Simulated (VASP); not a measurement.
# CoSi2 (Fm-3m) in VASP: further runs, part 2 of 2

VASP 6.6.1.

**4. Electric field gradients, PBEsol, collinear spin, ferromagnetic start**

INCAR reads:

```
SYSTEM = CoSi2
PREC = Accurate ; ENCUT = 520
EDIFF = 1E-8 ; ISMEAR = 0
SIGMA = 0.02 ; LREAL = .False.
LASPH = .True. ; NELM = 150
ALGO = Normal ; ISIF = 2
LWAVE = .False. ; LCHARG = .False.
ISPIN = 2 ; MAGMOM = 2 0 0
LORBIT = 11 ; LMAXMIX = 4
GGA = PS ; LEFG = .True.
```

KPOINTS reads:

```
Automatic mesh
0
Gamma
  9 9 9
  0 0 0
```

POSCAR reads:

```
CoSi2
1.0
    0.0000000000      2.6780000000      2.6780000000
    2.6780000000      0.0000000000      2.6780000000
    2.6780000000      2.6780000000      0.0000000000
Co Si
1 2
Direct
    0.0000000000      0.0000000000      0.0000000000
    0.7500000000      0.7500000000      0.7500000000
    0.2500000000      0.2500000000      0.2500000000
```

Potentials or basis: VASP PAW PBE potentials, release 64 (Co, Si).

Run with:

```
cat potpaw_PBE.64/Co/POTCAR potpaw_PBE.64/Si/POTCAR > POTCAR
mpirun -np 1 vasp_std > vasp.out
```

OUTCAR:

```text
SYSTEM = CoSi2
   PREC = Accurate
   ENCUT = 520
   EDIFF = 1E-8
   ISMEAR = 0
   LREAL = .False.
   LASPH = .True.
   NELM = 150
   ISIF = 2
   ISPIN = 2
   LORBIT = 11
   GGA = PS

 ion  position               nearest neighbor table
   1  0.000  0.000  0.000-   2 2.32   3 2.32   2 2.32   2 2.32   3 2.32   2 2.32   3 2.32   3 2.32

   2  0.750  0.750  0.750-   1 2.32   1 2.32   1 2.32   1 2.32   3 2.68   3 2.68   3 2.68   3 2.68
                             3 2.68   3 2.68
   3  0.250  0.250  0.250-   1 2.32   1 2.32   1 2.32   1 2.32   2 2.68   2 2.68   2 2.68   2 2.68
                             2 2.68   2 2.68

  LATTYP: Found a face centered cubic cell.
 ALAT       =     5.3560000000

  Lattice vectors:

 A1 = (   0.0000000000,   2.6780000000,   2.6780000000)
 A2 = (   2.6780000000,   0.0000000000,   2.6780000000)
 A3 = (   2.6780000000,   2.6780000000,   0.0000000000)

Analysis of symmetry for initial positions (statically):
=====================================================================
 Subroutine PRICEL returns:
 Original cell was already a primitive cell.

 Routine SETGRP: Setting up the symmetry group for a
 face centered cubic supercell.

 Subroutine GETGRP returns: Found 48 space group operations
 (whereof 48 operations were pure point group operations)
 out of a pool of 48 trial point group operations.

The static configuration has the point symmetry O_h .

Analysis of symmetry for dynamics (positions and initial velocities):
=====================================================================
 Subroutine PRICEL returns:
 Original cell was already a primitive cell.

 Routine SETGRP: Setting up the symmetry group for a
 face centered cubic supercell.

 Subroutine GETGRP returns: Found 48 space group operations
 (whereof 48 operations were pure point group operations)
 out of a pool of 48 trial point group operations.

The dynamic configuration has the point symmetry O_h .

Analysis of structural, dynamic, and magnetic symmetry:
=====================================================================
 Subroutine PRICEL returns:
 Original cell was already a primitive cell.

 Routine SETGRP: Setting up the symmetry group for a
 face centered cubic supercell.

 Subroutine GETGRP returns: Found 48 space group operations
 (whereof 48 operations were pure point group operations)
 out of a pool of 48 trial point group operations.

The overall configuration has the point symmetry O_h .

 Subroutine INISYM returns: Found 48 space group operations
 (whereof 48 operations are pure point group operations),
 and found     1 'primitive' translations

----------------------------------------------------------------------------------------

                                     Primitive cell

  volume of cell :      38.4115

  direct lattice vectors                    reciprocal lattice vectors
     0.000000000  2.678000000  2.678000000    -0.186706497  0.186706497  0.186706497
     2.678000000  0.000000000  2.678000000     0.186706497 -0.186706497  0.186706497
     2.678000000  2.678000000  0.000000000     0.186706497  0.186706497 -0.186706497

  length of vectors
     3.787263920  3.787263920  3.787263920     0.323385140  0.323385140  0.323385140
[... 514 lines left out ...]
      2       3.2903      1.00000
      3       3.6282      1.00000
      4       6.3101      1.00000
      5       6.3101      1.00000
      6       8.1362      1.00000
      7       8.1362      1.00000
      8       8.1437      1.00000
      9       8.6594      1.00000
     10      11.5778      0.00000
     11      12.8870      0.00000
     12      18.5690      0.00000
     13      19.2732      0.00000

 [... further k-points ...]

 spin component 2

 k-point     1 :       0.0000    0.0000    0.0000
  band No.  band energies     occupation
      1      -3.1225      1.00000
      2       5.9201      1.00000
      3       5.9201      1.00000
      4       5.9201      1.00000
      5       8.1011      1.00000
      6       8.1011      1.00000
      7      10.7862      0.00000
      8      13.4247      0.00000
      9      13.4247      0.00000
     10      13.4247      0.00000
     11      13.4294      0.00000
     12      13.4294      0.00000
     13      13.4294      0.00000
[... 356 lines left out ...]
      2       3.2903      1.00000
      3       3.6282      1.00000
      4       6.3101      1.00000
      5       6.3101      1.00000
      6       8.1362      1.00000
      7       8.1362      1.00000
      8       8.1437      1.00000
      9       8.6594      1.00000
     10      11.5778      0.00000
     11      12.8870      0.00000
     12      18.5690      0.00000
     13      19.2732      0.00000

 [... further k-points ...]

------------------------ aborting loop because EDIFF is reached ----------------------------------------

  FORCE on cell =-STRESS in cart. coord.  units (eV):
  Direction    XX          YY          ZZ          XY          YZ          ZX
  --------------------------------------------------------------------------------------
  -------------------------------------------------------------------------------------
  Total       -1.0346949     -1.0346949     -1.0346949      0.0000000      0.0000000      0.0000000
  in kB      -43.1579871    -43.1579871    -43.1579871      0.0000000      0.0000000      0.0000000
  external PRESSURE =     -43.1579871 kB  Pullay stress =       0.0000000 kB

 VOLUME and BASIS-vectors are now :
 -----------------------------------------------------------------------------
  energy-cutoff  :      520.00
  volume of cell :       38.41
      direct lattice vectors                 reciprocal lattice vectors
     0.000000000  2.678000000  2.678000000    -0.186706497  0.186706497  0.186706497
     2.678000000  0.000000000  2.678000000     0.186706497 -0.186706497  0.186706497
     2.678000000  2.678000000  0.000000000     0.186706497  0.186706497 -0.186706497

 POSITION                                       TOTAL-FORCE (eV/Angst)
 -----------------------------------------------------------------------------------
      0.00000      0.00000      0.00000        -0.000000     -0.000000     -0.000000
      4.01700      4.01700      4.01700        -0.000000     -0.000000     -0.000000
      1.33900      1.33900      1.33900         0.000000      0.000000      0.000000
 -----------------------------------------------------------------------------------
    total drift:                               -0.000000     -0.000000      0.000000

  FREE ENERGIE OF THE ION-ELECTRON SYSTEM (eV)
  ---------------------------------------------------
  free  energy   TOTEN  =       -20.9640502972 eV

  energy  without entropy=      -20.9637549299  energy(sigma->0) =      -20.96390261

 Electric field gradients (V/A^2)
---------------------------------------------------------------------
 ion       V_xx      V_yy      V_zz      V_xy      V_xz      V_yz
---------------------------------------------------------------------
   1      -0.000     0.000     0.000    -0.002    -0.002    -0.002
   2       0.000     0.000     0.000    -0.000    -0.000    -0.000
   3       0.000     0.000     0.000    -0.000    -0.000    -0.000
---------------------------------------------------------------------

 Electric field gradients after diagonalization (V/A^2)
 (convention: |V_zz| > |V_xx| > |V_yy|)
----------------------------------------------------------------------
 ion       V_xx      V_yy      V_zz     asymmetry (V_yy - V_xx)/ V_zz
----------------------------------------------------------------------
   1       0.002     0.002    -0.003       0.000
   2       0.000     0.000    -0.000       0.000
   3       0.000     0.000    -0.000       0.000
----------------------------------------------------------------------

           NMR quadrupolar parameters

 Cq : quadrupolar parameter    Cq=e*Q*V_zz/h
 eta: asymmetry parameters     (V_yy - V_xx)/ V_zz
 Q  : nuclear electric quadrupole moment in mb (millibarn)
----------------------------------------------------------------------
 ion       Cq(MHz)       eta       Q (mb)
----------------------------------------------------------------------
   1      -0.000       0.000       1.000
   2      -0.000       0.000       1.000
   3      -0.000       0.000       1.000
----------------------------------------------------------------------

 total charge

# of ion       s       p       d       tot
------------------------------------------
    1        0.543   0.720   7.604   8.867
    2        0.718   0.870   0.000   1.588
    3        0.718   0.870   0.000   1.588
--------------------------------------------------
tot          1.979   2.460   7.604  12.043

 magnetization (x)

# of ion       s       p       d       tot
------------------------------------------
    1        0.000  -0.000  -0.000  -0.000
    2       -0.000   0.000   0.000   0.000
    3       -0.000   0.000   0.000   0.000
--------------------------------------------------
tot          0.000  -0.000  -0.000  -0.000
```

OSZICAR:

```text
N       E                     dE             d eps       ncg     rms          rms(c)
DAV:   1     0.657660744491E+02    0.65766E+02   -0.70127E+03  1820   0.125E+03
DAV:   2    -0.182095164908E+02   -0.83976E+02   -0.77058E+02  1840   0.239E+02
DAV:   3    -0.221682063254E+02   -0.39587E+01   -0.38259E+01  2449   0.583E+01
DAV:   4    -0.222562124489E+02   -0.88006E-01   -0.87578E-01  2169   0.821E+00
DAV:   5    -0.222587200836E+02   -0.25076E-02   -0.25067E-02  2479   0.144E+00    0.169E+01
DAV:   6    -0.271731331042E+02   -0.49144E+01   -0.40184E+01  2154   0.139E+02    0.201E+01
DAV:   7    -0.209692540385E+02    0.62039E+01   -0.17763E+01  2342   0.109E+02    0.368E+00
DAV:   8    -0.210073432889E+02   -0.38089E-01   -0.13026E+00  2340   0.100E+01    0.210E+00
DAV:   9    -0.209650181366E+02    0.42325E-01   -0.12111E-01  2325   0.685E+00    0.582E-01
DAV:  10    -0.209642184215E+02    0.79972E-03   -0.58784E-03  2507   0.813E-01    0.302E-01
DAV:  11    -0.209640232882E+02    0.19513E-03   -0.55837E-04  2728   0.285E-01    0.129E-01
DAV:  12    -0.209640447046E+02   -0.21416E-04   -0.78307E-05  2461   0.115E-01    0.533E-02
DAV:  13    -0.209640489068E+02   -0.42022E-05   -0.70488E-06  2282   0.317E-02    0.137E-02
DAV:  14    -0.209640505058E+02   -0.15990E-05   -0.13908E-06  2221   0.163E-02    0.564E-03
DAV:  15    -0.209640503683E+02    0.13749E-06   -0.48105E-07  2419   0.807E-03    0.332E-03
DAV:  16    -0.209640503035E+02    0.64742E-07   -0.93531E-08  2227   0.442E-03    0.110E-03
DAV:  17    -0.209640502972E+02    0.63042E-08   -0.76864E-09  1380   0.146E-03
   1 F= -.20964050E+02 E0= -.20963903E+02  d E =-.295367E-03  mag=     0.0000
```

It took 21 s on 1 thread of Intel Xeon 6975P-C (Granite Rapids), shared host; peak memory 0.18 GiB.

What came out:

| Quantity | Value |
| --- | --- |
| Free energy | -20.9641 eV |
| Pressure | -4.3 GPa |
| Band gap on the k mesh | none (metal or under the smearing width) |
| Net moment | 0.00 μB per cell |
| Valence electrons inside the program's atomic spheres | Co 8.87; Si 1.59 |

Electric field gradients, principal values (V/Å²):
```tsv
atom	Vxx	Vyy	Vzz
1 Co	0.002	0.002	-0.003
2 Si	0.000	0.000	0.000
3 Si	0.000	0.000	0.000
```

Caveat: the starting moments collapsed, and a magnetic state may lie lower; the PAW data sets were made with another functional, which shifts forces and pressure a little.

**5. Core levels, PBEsol, collinear spin, ferromagnetic start**

INCAR reads:

```
PREC = Accurate
ENCUT = 520
EDIFF = 1E-6
ISMEAR = 0
SIGMA = 0.02
LREAL = False
LASPH = True
NELM = 150
ALGO = Fast
ISIF = 2
LWAVE = False
LCHARG = False
ISPIN = 2
MAGMOM = 2 0 0
LORBIT = 11
LMAXMIX = 4
GGA = PS
ICORELEVEL = 1
```

KPOINTS reads:

```
Automatic mesh
0
Gamma
  9 9 9
```

POSCAR is that of step 4.

Potentials or basis: VASP PAW PBE potentials, release 64 (Co, Si).

Run with:

```
cat potpaw_PBE.64/Co/POTCAR potpaw_PBE.64/Si/POTCAR > POTCAR
mpirun -np 1 vasp_std > vasp.out
```

OUTCAR:

```text
PREC = Accurate
   ENCUT = 520
   EDIFF = 1E-6
   ISMEAR = 0
   LREAL = False
   LASPH = True
   NELM = 150
   ISIF = 2
   ISPIN = 2
   LORBIT = 11
   GGA = PS

 ion  position               nearest neighbor table
   1  0.000  0.000  0.000-   2 2.32   3 2.32   2 2.32   2 2.32   3 2.32   2 2.32   3 2.32   3 2.32

   2  0.750  0.750  0.750-   1 2.32   1 2.32   1 2.32   1 2.32   3 2.68   3 2.68   3 2.68   3 2.68
                             3 2.68   3 2.68
   3  0.250  0.250  0.250-   1 2.32   1 2.32   1 2.32   1 2.32   2 2.68   2 2.68   2 2.68   2 2.68
                             2 2.68   2 2.68

  LATTYP: Found a face centered cubic cell.
 ALAT       =     5.3560000000

  Lattice vectors:

 A1 = (   0.0000000000,   2.6780000000,   2.6780000000)
 A2 = (   2.6780000000,   0.0000000000,   2.6780000000)
 A3 = (   2.6780000000,   2.6780000000,   0.0000000000)

Analysis of symmetry for initial positions (statically):
=====================================================================
 Subroutine PRICEL returns:
[... 882 lines left out ...]
------------------------ aborting loop because EDIFF is reached ----------------------------------------

  FORCE on cell =-STRESS in cart. coord.  units (eV):
  Direction    XX          YY          ZZ          XY          YZ          ZX
  --------------------------------------------------------------------------------------
  -------------------------------------------------------------------------------------
  Total       -1.0497870     -1.0497870     -1.0497870      0.0000000      0.0000000      0.0000000
  in kB      -43.7874915    -43.7874915    -43.7874915      0.0000000      0.0000000      0.0000000
  external PRESSURE =     -43.7874915 kB  Pullay stress =       0.0000000 kB

 VOLUME and BASIS-vectors are now :
 -----------------------------------------------------------------------------
  energy-cutoff  :      520.00
  volume of cell :       38.41
      direct lattice vectors                 reciprocal lattice vectors
     0.000000000  2.678000000  2.678000000    -0.186706497  0.186706497  0.186706497
     2.678000000  0.000000000  2.678000000     0.186706497 -0.186706497  0.186706497
     2.678000000  2.678000000  0.000000000     0.186706497  0.186706497 -0.186706497

 POSITION                                       TOTAL-FORCE (eV/Angst)
 -----------------------------------------------------------------------------------
      0.00000      0.00000      0.00000         0.000000     -0.000000     -0.000000
      4.01700      4.01700      4.01700        -0.000000      0.000000      0.000000
      1.33900      1.33900      1.33900         0.000000     -0.000000     -0.000000
 -----------------------------------------------------------------------------------
    total drift:                               -0.000000     -0.000000      0.000000

  FREE ENERGIE OF THE ION-ELECTRON SYSTEM (eV)
  ---------------------------------------------------
  free  energy   TOTEN  =       -20.9640499121 eV

  energy  without entropy=      -20.9637544367  energy(sigma->0) =      -20.96390217

 total charge

# of ion       s       p       d       tot
------------------------------------------
    1        0.543   0.720   7.604   8.867
    2        0.718   0.870   0.000   1.588
    3        0.718   0.870   0.000   1.588
--------------------------------------------------
tot          1.979   2.460   7.604  12.043

 magnetization (x)

# of ion       s       p       d       tot
------------------------------------------
    1       -0.000  -0.000  -0.000  -0.000
    2       -0.000  -0.000   0.000  -0.000
    3       -0.000  -0.000   0.000  -0.000
--------------------------------------------------
tot         -0.000  -0.000  -0.000  -0.000
```

OSZICAR:

```text
N       E                     dE             d eps       ncg     rms          rms(c)
DAV:   1     0.657660744491E+02    0.65766E+02   -0.70127E+03  1820   0.125E+03
DAV:   2    -0.182095164908E+02   -0.83976E+02   -0.77058E+02  1840   0.239E+02
DAV:   3    -0.221682063254E+02   -0.39587E+01   -0.38259E+01  2449   0.583E+01
DAV:   4    -0.222562124489E+02   -0.88006E-01   -0.87578E-01  2169   0.821E+00
DAV:   5    -0.222587200836E+02   -0.25076E-02   -0.25067E-02  2479   0.144E+00    0.169E+01
RMM:   6    -0.269410297907E+02   -0.46823E+01   -0.38971E+01  2086   0.853E+01    0.209E+01
RMM:   7    -0.209892135367E+02    0.59518E+01   -0.13142E+01  1820   0.520E+01    0.342E+00
RMM:   8    -0.209888347891E+02    0.37875E-03   -0.36690E-01  1966   0.485E+00    0.185E+00
RMM:   9    -0.209636863970E+02    0.25148E-01   -0.11244E-01  2014   0.298E+00    0.129E+00
RMM:  10    -0.209647122017E+02   -0.10258E-02   -0.22816E-02  2228   0.103E+00    0.410E-01
RMM:  11    -0.209638552480E+02    0.85695E-03   -0.50388E-03  2150   0.762E-01    0.257E-01
RMM:  12    -0.209639229093E+02   -0.67661E-04   -0.16650E-03  2265   0.491E-01    0.124E-01
RMM:  13    -0.209640564003E+02   -0.13349E-03   -0.58455E-04  2558   0.175E-01    0.489E-02
RMM:  14    -0.209640461445E+02    0.10256E-04   -0.83220E-05  2312   0.981E-02    0.213E-02
RMM:  15    -0.209640501237E+02   -0.39792E-05   -0.28948E-05  2390   0.373E-02    0.105E-02
RMM:  16    -0.209640499121E+02    0.21167E-06   -0.46435E-06  1761   0.224E-02
   1 F= -.20964050E+02 E0= -.20963902E+02  d E =-.295475E-03  mag=    -0.0000
```

It took 22 s on 1 thread of Intel Xeon 6975P-C (Granite Rapids), shared host; peak memory 0.18 GiB.

What came out:

```
Free energy                                           : -20.9640 eV
Pressure                                              : -4.4 GPa
Band gap on the k mesh                                : none (metal or under the smearing width)
Net moment                                            : 0.00 μB per cell
Valence electrons inside the program's atomic spheres : Co 8.87; Si 1.59
```

Core levels (eV, on the scale of the bands):
| atom | levels |
| --- | --- |
| 1 Co | 1s -7575.6, 2s -882.0, 2p -753.0, 3s -84.8, 3p -48.1 |
| 2 Si | 1s -1770.6, 2s -124.3, 2p -80.3 |
| 3 Si | 1s -1770.6, 2s -124.3, 2p -80.3 |

Caveat: the starting moments collapsed, and a magnetic state may lie lower; the PAW data sets were made with another functional, which shifts forces and pressure a little.
